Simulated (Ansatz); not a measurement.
# Na4BeHg2: the cost of one run

Program: Ansatz 0.2.0. Level of theory: DFT PBE, scalar-relativistic, plane waves, PAW. These are calculated values, not measurements.

## 1. The starting structure

The structure is trigonal, space group P3m1 (No. 156). The conventional cell has a = 3.431 Å, b = 3.431 Å, c = 18.212 Å, α = 90.00°, β = 90.00°, γ = 120.00°. Around Na (site symmetry 3m) lie 6 Hg at 3.24 to 3.26 Å and 6 Na at 3.43 Å. Around Na (site symmetry 3m) lie 3 Hg at 3.26 Å and 6 Na at 3.43 Å. Around Na (site symmetry 3m) lie 3 Be at 3.01 Å and 6 Na at 3.43 Å. Around Na (site symmetry 3m) lie 3 Be at 3.03 Å and 3 Hg at 3.28 Å and 6 Na at 3.43 Å. Be (site symmetry 3m) is surrounded by 6 Na at 3.01 to 3.03 Å and 6 Be at 3.43 Å. Around Hg (site symmetry 3m) lie 6 Na at 3.26 Å and 6 Hg at 3.43 Å. Hg (site symmetry 3m) is surrounded by 6 Na at 3.24 to 3.28 Å and 6 Hg at 3.43 Å.

As a file:

```
Na Be Hg
1.0
     3.43106    0.00000    0.00000
    -1.71553    2.97138    0.00000
     0.00000    0.00000   18.21156
Na Be Hg
4 1 2
Direct
  0.00000 0.00000 0.99977
  0.66667 0.33333 0.28437
  0.00000 0.00000 0.46467
  0.00000 0.00000 0.71529
  0.33333 0.66667 0.58927
  0.33333 0.66667 0.14200
  0.33333 0.66667 0.85870
```

The cell was relaxed beforehand at this level, from a generated guess; it is a trial structure. At a tolerance of 0.05 Å it has space group P3m1 (No. 156); it has 26.52 Å³/atom, an uncorrected energy of +0.21 eV/atom over the elements.

## 2. Electronic structure at the relaxed geometry

input.yaml reads:

```yaml
crystal:
  lattice:
    - [3.431058067, 0.0, 0.0]
    - [-1.7155290335, 2.9713834479, 0.0]
    - [0.0, 0.0, 18.2115647727]
  atoms:
    - { symbol: Na, position: [0.0, 0.0, -0.000232604] }
    - { symbol: Na, position: [0.6666666667, 0.3333333333, 0.2843736631] }
    - { symbol: Na, position: [0.0, 0.0, 0.4646726389] }
    - { symbol: Na, position: [0.0, 0.0, 0.7152871162] }
    - { symbol: Be, position: [0.3333333333, 0.6666666667, 0.5892747723] }
    - { symbol: Hg, position: [0.3333333333, 0.6666666667, 0.1420016563] }
    - { symbol: Hg, position: [0.3333333333, 0.6666666667, 0.8587018172] }
basis:
  ecutwfc: 420
kpoints:
  mp_grid: { grid: [12, 12, 2] }
  band_path:
    path:
      - [[0.0, 0.0, 0.0], [0.5, 0.0, 0.0], [0.33333333, 0.33333333, 0.0], [0.0, 0.0, 0.0], [0.0, 0.0, 0.5], [0.5, 0.0, 0.5], [0.33333333, 0.33333333, 0.5], [0.0, 0.0, 0.5]]
      - [[0.5, 0.0, 0.5], [0.5, 0.0, 0.0]]
      - [[0.33333333, 0.33333333, 0.5], [0.33333333, 0.33333333, 0.0]]
    npoints: 14
hamiltonian:
  xc: pbe
scf:
  occupations: { method: gaussian, width: 0.1 }
  n_extra_bands: 17
output:
  forces: true
  stress: true
  eigenvalues: true
  populations: true
  dos: { projected: true, de: 0.02, nscf_kmesh: { grid: [15, 15, 3] } }
  bader: true
  write_density: true
  write_potential: true
  elf: true
  volumetric_format: npy
```

The run is started by

```
> ansatz run input.yaml --threads 1 --pin off --max-ram 2560MiB --backend cpu --events-out ev --progress --plain --runs-dir out
```

**Question.** How long does this run take on 1 thread of Intel Xeon at 2.70GHz, shared host, and how much memory does it need?

About 3.4 min, with a peak of 0.97 GiB.
